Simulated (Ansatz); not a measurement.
# Ti (Ti, simple cubic): the cost of one run

Program: Ansatz 0.2.0. Level of theory: DFT PBE, plane waves (420 eV) with PAW, scalar-relativistic. These are calculated values, not measurements.

## Step 1: The starting structure

The structure is cubic, space group Pm-3m (No. 221). The conventional cell has a = 2.672 Å, b = 2.672 Å, c = 2.672 Å, α = 90.00°, β = 90.00°, γ = 90.00°. Around Ti (site symmetry m-3m) lie 6 Ti at 2.67 Å.

Structure file:

```
CELL_PARAMETERS angstrom
2.67171 0.00000 0.00000
0.00000 2.67171 0.00000
0.00000 0.00000 2.67171
ATOMIC_POSITIONS crystal
Ti 0.00000 0.00000 0.00000
```

The atoms start with moments of +1 μB.

## Step 2: Geometry optimisation

input.yaml reads:

```yaml
crystal:
  lattice:
    - [2.6717143674, 0.0, 0.0]
    - [0.0, 2.6717143674, 0.0]
    - [0.0, 0.0, 2.6717143674]
  atoms:
    - { symbol: Ti, position: [0.0, 0.0, 0.0], spin: 1.0 }
hamiltonian:
  xc: pbe
  pseudopotentials:
    kind: paw
    azcp:
      Ti: "pseudopotentials/Ti.paw.azcp"
basis:
  ecutwfc: 420
  fft_grid_basis: typed
kpoints:
  mp_grid: { grid: [12, 12, 12], shift: [0, 0, 0] }
magnetization:
  spin_polarized: true
scf:
  occupations: { method: fermi_dirac, width: 0.05 }
relax:
  max_steps: 60
  f_tol: 0.01
  cell: {}
```

What time and memory should one allow on 2 threads of an Arm CPU, shared host?

About 6.4 s, with a peak of 0.28 GiB.
